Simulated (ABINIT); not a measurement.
# Pd (Fm-3m) in ABINIT: convergence with pawecutdg

Aim: find how far pawecutdg must go before the results for Pd settle, at RPBE. This setting moves, with any that are tied to it; all else stays.

All numbers are computed with ABINIT 10.8.3 (patched build); they aren't measurements. Logs are shortened: lines on timing, memory, paths and dates and some standing lists are left out, and cuts for length are marked. The log counts tension as positive stress, the text compression.

### 1 The structure

It takes space group Fm-3m (No. 225, cubic). The conventional cell has a = 3.893 Å, b = 3.893 Å, c = 3.893 Å, α = 90.00°, β = 90.00°, γ = 90.00°. Pd (site symmetry m-3m) is surrounded by 12 Pd at 2.75 Å.

### 2 With pawecutdg 22.7

run.abi reads:

```
# Pseudopotentials
pp_dirpath "./"
pseudos "Pd.GGA_PBE-JTH.xml"

# Structure
acell 3*1.0
rprim
     0.0000000000     3.6783519016     3.6783519016
     3.6783519016     0.0000000000     3.6783519016
     3.6783519016     3.6783519016     0.0000000000
ntypat 1
znucl 46
natom 1
typat 1
xred
     0.0000000000     0.0000000000     0.0000000000

# Plane-wave basis
ecut 22.0
pawecutdg 22.7
pawxcdev 0

# k points
kptopt 1
ngkpt 12 12 12
nshiftk 1
shiftk 0.0 0.0 0.0

# Exchange and correlation
ixc 15

# Bands and occupations
nband 13
occopt 3
tsmear 0.1 eV

# SCF cycle
nstep 100
tolvrs 1.0e-9

# Output
iomode 3
prtwf 0
prtden 0
prteig 0
prtebands 0
enunit 1
```

Potentials or basis: JTH PAW PBE v2.0.

Command:

```bash
> abinit run.abi > log 2>&1
```

run.abo:

```text
.Version 10.8.3 of ABINIT
 Symmetries : space group Fm -3 m (#225); Bravais cF (face-center cubic)
================================================================================
 Values of the parameters that define the memory need of the present run
     intxc =       0    ionmov =       0      iscf =      17    lmnmax =      18
     lnmax =       6     mgfft =      24  mpssoang =       3    mqgrid =    3001
     natom =       1  nloc_mem =       2    nspden =       1   nspinor =       1
    nsppol =       1      nsym =      48    n1xccc =       1    ntypat =       1
    occopt =       3   xclevel =       2
       mpw =         516          nfft =       13824          nkpt =          72
 PAW method is used; the additional fine FFT grid is defined by:
   mgfftf=        24    nfftf =     13824
================================================================================
================================================================================

--------------------------------------------------------------------------------
------------- Echo of variables that govern the present computation ------------
--------------------------------------------------------------------------------
 -outvars: echo values of preprocessed input variables --------
            acell      1.0000000000E+00  1.0000000000E+00  1.0000000000E+00 Bohr
              amu      1.06420000E+02
             ecut      2.20000000E+01 Hartree
           enunit           1
                       outvar_i_n : Printing only first  50 k-points.
              ixc          15
                       outvar_i_n : Printing only first  50 k-points.
         kptrlatt       12    0    0      0   12    0      0    0   12
          kptrlen      6.24237018E+01
            natom           1
            nband          13
            ngfft          24      24      24
          ngfftdg          24      24      24
             nkpt          72
            nstep         100
             nsym          48
           ntypat           1
                       prtocc : prtvol=0, do not print more k-points.
           occopt           3
        pawecutdg      2.27000000E+01 Hartree
         pawxcdev           0
           prtden           0
        prtebands           0
           prteig           0
[... 170 lines left out ...]
comment             : Components of total free energy in Hartree
kinetic             :  1.33212408961685E+01
hartree             :  1.44658575563439E+01
xc                  : -4.30040186790822E+00
Ewald energy        : -1.00962017212567E+02
psp_core            :  8.23455459930051E+00
local_psp           : -4.97323542287091E+01
PAW spherical_terms : -9.74600262979191E+00
internal            : -1.28719122887163E+02
'-kT*entropy'       : -2.31549250096938E-03
total_energy        : -1.28721438379664E+02
total_energy_eV     : -3.50268877788729E+03
...

--- !EnergyTermsDC
iteration_state     : {dtset: 1, }
comment             : '"Double-counting" decomposition of free energy'
band_energy         : -1.02997469283811E+01
Ewald energy        : -1.00962017212567E+02
psp_core            :  8.23455459930051E+00
xc_dc               : -1.38164971703697E+01
PAW spherical_terms : -1.18754550939993E+01
internal            : -1.28719161806017E+02
'-kT*entropy'       : -2.31549250096938E-03
total_energy_dc     : -1.28721477298518E+02
total_energy_dc_eV  : -3.50268983692324E+03
...

--- !EnergyTermsWithPAWCore
iteration_state     : {dtset: 1, }
comment             : 'Components of total free energy, including PAW core contributions'
Total energy        : -5.04631142999367E+03
Total energy DC     : -5.04631146891252E+03
Total energy (eV)   : -1.37317129439066E+05
Total energy DC (eV): -1.37317130498102E+05
...

 Cartesian components of stress tensor (hartree/bohr^3)
  sigma(1 1)= -3.84283540E-04  sigma(3 2)=  0.00000000E+00
  sigma(2 2)= -3.84283540E-04  sigma(3 1)=  0.00000000E+00
  sigma(3 3)= -3.84283540E-04  sigma(2 1)=  0.00000000E+00

-Cartesian components of stress tensor (GPa)         [Pressure=  1.1306E+01 GPa]
- sigma(1 1)= -1.13060121E+01  sigma(3 2)=  0.00000000E+00
- sigma(2 2)= -1.13060121E+01  sigma(3 1)=  0.00000000E+00
- sigma(3 3)= -1.13060121E+01  sigma(2 1)=  0.00000000E+00

== END DATASET(S) ==============================================================
================================================================================

 -outvars: echo values of variables after computation  --------
            acell      1.0000000000E+00  1.0000000000E+00  1.0000000000E+00 Bohr
           etotal     -1.2872147730E+02
            fcart     -0.0000000000E+00 -0.0000000000E+00 -0.0000000000E+00
            rprim      0.0000000000E+00  3.6783519016E+00  3.6783519016E+00
                       3.6783519016E+00  0.0000000000E+00  3.6783519016E+00
                       3.6783519016E+00  3.6783519016E+00  0.0000000000E+00
           strten     -3.8428353976E-04 -3.8428353976E-04 -3.8428353976E-04
                       0.0000000000E+00  0.0000000000E+00  0.0000000000E+00
 Calculation completed.
```

Run time: 37 s. Hardware: 1 thread of Arm Neoverse V1, shared host; peak memory 0.1 GiB.

What came out:

```yaml
Free_energy: -3502.6898 eV
Pressure: 11.3 GPa
Band_gap_on_the_k_mesh: none (metal or under the smearing width)
Valence_electrons_inside_the_program's_atomic_spheres: Pd 16.93 (radii [1.3291] Å)
```

### 3 With pawecutdg 26.4

Edit run.abi of step 2 so:

```diff
@@ -19,3 +19,3 @@
 ecut 22.0
-pawecutdg 22.7
+pawecutdg 26.4
 pawxcdev 0
```

Potentials or basis: JTH PAW PBE v2.0.

Command:

```bash
> abinit run.abi > log 2>&1
```

It took 43 s on 1 thread of Arm Neoverse V1, shared host; peak memory 0.1 GiB.

It converged, with:

```yaml
Free_energy: -3502.6897 eV
Pressure: 11.7 GPa
Band_gap_on_the_k_mesh: none (metal or under the smearing width)
Valence_electrons_inside_the_program's_atomic_spheres: Pd 16.92 (radii [1.3291] Å)
```

### 4 With pawecutdg 33

Edit run.abi of step 3 so:

```diff
@@ -19,3 +19,3 @@
 ecut 22.0
-pawecutdg 26.4
+pawecutdg 33.0
 pawxcdev 0
```

Command:

```bash
> abinit run.abi > log 2>&1
```

Wall time 49 s (1 thread of Arm Neoverse V1, shared host); peak memory 0.1 GiB.

The run converged. Its results:

| Quantity | Value |
| --- | --- |
| Free energy | -3502.6895 eV |
| Pressure | 11.7 GPa |
| Band gap on the k mesh | none (metal or under the smearing width) |
| Valence electrons inside the program's atomic spheres | Pd 16.92 (radii [1.3291] Å) |

### 5 With pawecutdg 39.6

Edit run.abi of step 4 so:

```diff
@@ -19,3 +19,3 @@
 ecut 22.0
-pawecutdg 33.0
+pawecutdg 39.6
 pawxcdev 0
```

Command:

```bash
> abinit run.abi > log 2>&1
```

Wall time 39 s (1 thread of Arm Neoverse V1, shared host); peak memory 0.1 GiB.

It converged, with:

```
Free energy                                           : -3502.6895 eV
Pressure                                              : 11.8 GPa
Band gap on the k mesh                                : none (metal or under the smearing width)
Valence electrons inside the program's atomic spheres : Pd 16.92 (radii [1.3291] Å)
```

### 6 With pawecutdg 48.4

Edit run.abi of step 5 so:

```diff
@@ -19,3 +19,3 @@
 ecut 22.0
-pawecutdg 39.6
+pawecutdg 48.4
 pawxcdev 0
```

Potentials or basis: JTH PAW PBE v2.0.

Command:

```bash
> abinit run.abi > log 2>&1
```

Run time: 39 s. Hardware: 1 thread of Arm Neoverse V1, shared host; peak memory 0.12 GiB.

It converged, with:

```yaml
Free_energy: -3502.6894 eV
Pressure: 11.6 GPa
Band_gap_on_the_k_mesh: none (metal or under the smearing width)
Valence_electrons_inside_the_program's_atomic_spheres: Pd 16.94 (radii [1.3291] Å)
```

### 7 With pawecutdg 59.4

Edit run.abi of step 6 so:

```diff
@@ -19,3 +19,3 @@
 ecut 22.0
-pawecutdg 48.4
+pawecutdg 59.4
 pawxcdev 0
```

Command:

```bash
> abinit run.abi > log 2>&1
```

It took 43 s on 1 thread of Arm Neoverse V1, shared host; peak memory 0.14 GiB.

The run converged. Its results:

```yaml
Free_energy: -3502.6894 eV
Pressure: 11.6 GPa
Band_gap_on_the_k_mesh: none (metal or under the smearing width)
Valence_electrons_inside_the_program's_atomic_spheres: Pd 16.92 (radii [1.3291] Å)
```

### 8 With pawecutdg 72.6

Edit run.abi of step 7 so:

```diff
@@ -19,3 +19,3 @@
 ecut 22.0
-pawecutdg 59.4
+pawecutdg 72.6
 pawxcdev 0
```

Command:

```bash
> abinit run.abi > log 2>&1
```

Run time: 39 s. Hardware: 1 thread of Arm Neoverse V1, shared host; peak memory 0.14 GiB.

It converged, with:

| Quantity | Value |
| --- | --- |
| Free energy | -3502.6894 eV |
| Pressure | 11.6 GPa |
| Band gap on the k mesh | none (metal or under the smearing width) |
| Valence electrons inside the program's atomic spheres | Pd 16.92 (radii [1.3291] Å) |

### 9 The series at a glance

```tsv
pawecutdg	energy less the tightest run, at zero smearing (meV/atom)	pressure (GPa)	SCF cycles	CPU time (s)	peak memory (GiB)
22.7	-0.47	11.31	31	37	0.1
26.4	-0.35	11.65	36	43	0.1
33	-0.10	11.74	43	49	0.1
39.6	-0.18	11.77	33	39	0.1
48.4	-0.08	11.65	33	39	0.12
59.4	0.01	11.62	36	43	0.14
72.6	0.00	11.62	33	39	0.14
```

Against the tightest run, the energy stays within 1 meV/atom from 22.7 on; the pressure stays within 0.1 GPa from 48.4 on. The tightest run that finished is the yardstick and may itself not be fully converged.

Caveats: the PAW data sets were made with another functional, which shifts forces and pressure a little.
